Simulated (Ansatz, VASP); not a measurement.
Zr in VASP and in Ansatz

INCAR

```
SYSTEM = Zr
PREC = Accurate ; ENCUT = 520
EDIFF = 1E-6 ; ISMEAR = -1
SIGMA = 0.05 ; LREAL = .FALSE.
LASPH = .TRUE. ; NELM = 80
ALGO = Normal ; ISIF = 2
LWAVE = .FALSE. ; LCHARG = .FALSE.
GGA = PE ; NBANDS = 19
```

File KPOINTS:

```
Automatic mesh
0
G
  9 9 5
  0 0 0
```

Contents of POSCAR:

```
Zr
1.0
    3.2745311931      0.0000000000      0.0000000000
   -1.6372655966      2.8358271987      0.0000000000
    0.0000000000      0.0000000000      5.2147314515
Zr
2
Direct
    0.6666666667      0.3333333333      0.7500000000
    0.3333333333      0.6666666667      0.2500000000
```

File input.yaml:

```yaml
crystal:
  lattice:
    - [3.2745311931, 0.0, 0.0]
    - [-1.6372655966, 2.8358271987, 0.0]
    - [0.0, 0.0, 5.2147314515]
  atoms:
    - { symbol: Zr, position: [0.6666666667, 0.3333333333, 0.75] }
    - { symbol: Zr, position: [0.3333333333, 0.6666666667, 0.25] }
kpoints:
  mp_grid: { grid: [9, 9, 5] }
scf:
  occupations: { method: fermi_dirac, width: 0.05 }
hamiltonian:
  xc: pbe
  pseudopotentials: { kind: all_electron, lapw: { basis_error: 0.0005 } }
output:
  forces: true
  stress: true
  eigenvalues: true
```

Change from the starting cell: volume scaled by 1.04.

Alike in both runs: task single point; functional PBE; k mesh 9 × 9 × 5; occupations fermi-dirac, width 0.05 eV; no spin polarisation.

|  | VASP | Ansatz |
| --- | --- | --- |
| version | VASP 6.6.1 | Ansatz 0.2.0 |
| potentials or method | VASP PAW PBE potentials, release 64 (Zr_sv) | all-electron LAPW, scalar-relativistic |
| plane-wave cutoff (eV) | 520 | see its input |

```csv
,VASP,Ansatz,Ansatz less VASP
gap on the k mesh at the Fermi level (eV),none,none,-
pressure (GPa),-3.0,-3.0,+0.01
largest component of the traceless stress (GPa),0.36,0.36,+0.002
```

A gap of «none» marks a metal or a gap that the smearing closes. Ansatz ran all-electron here, so the differences hold the error of VASP's frozen core and of both bases.
